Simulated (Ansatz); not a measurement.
Set up this calculation in Ansatz 0.2.0, as the native input.

```
Task                : single point
Functional          : PBEsol
Potentials or basis : Ansatz PAW
Cutoff              : 420 eV (not typed: the program's choice for these potentials)
k mesh              : 13 × 13 × 13
Occupations         : fermi-dirac, width 0.05 eV
Spin                : collinear spin, ferromagnetic start
Starting moments    : [3.0] μB
```

Fe:

```
Fe
1.0
    -1.48153    1.43424    1.45901
     1.46753   -1.43096    1.44173
     1.45354    1.40297   -1.45574
Fe
1
Direct
  0.98721 0.99305 0.98531
```

The cell isn't the ideal one: cell strained at random at fixed volume.

One way to write it, as run:

input.yaml

```yaml
crystal:
  lattice:
    - [-1.481533, 1.434238, 1.459009]
    - [1.467527, -1.430964, 1.441729]
    - [1.453538, 1.402968, -1.455735]
  atoms:
    - { symbol: Fe, position: [-0.012786, -0.006947, -0.014685], spin: 3.0 }
hamiltonian:
  xc: pbesol
  pseudopotentials: { kind: paw }
magnetization:
  spin_polarized: true
kpoints:
  mp_grid: { grid: [13, 13, 13] }
scf:
  occupations: { method: fermi_dirac, width: 0.05 }
output:
  forces: true
  stress: true
  eigenvalues: true
```

Potentials or basis: Ansatz PAW.

Command:

```sh
$ ansatz run input.yaml --threads 2 --pin off --max-ram 5632MiB --backend cpu --events-out ev --progress --plain --runs-dir out
```

It gave:

* Pressure: -17.7 GPa
* Band gap on the k mesh: none (metal or under the smearing width)
* Net moment: 2.27 μB per cell
* Absolute moment: 2.38 μB per cell
* Site moments: Fe +2.31 μB

Caveat: the PAW data sets come from PBE, with cores solved anew for the run's functional, which leaves a small shift of forces and pressure.

Run time: 17 s on 2 threads of Intel(R) Xeon(R) 6975P-C (Granite Rapids) (shared host), peak memory 0.63 GiB.
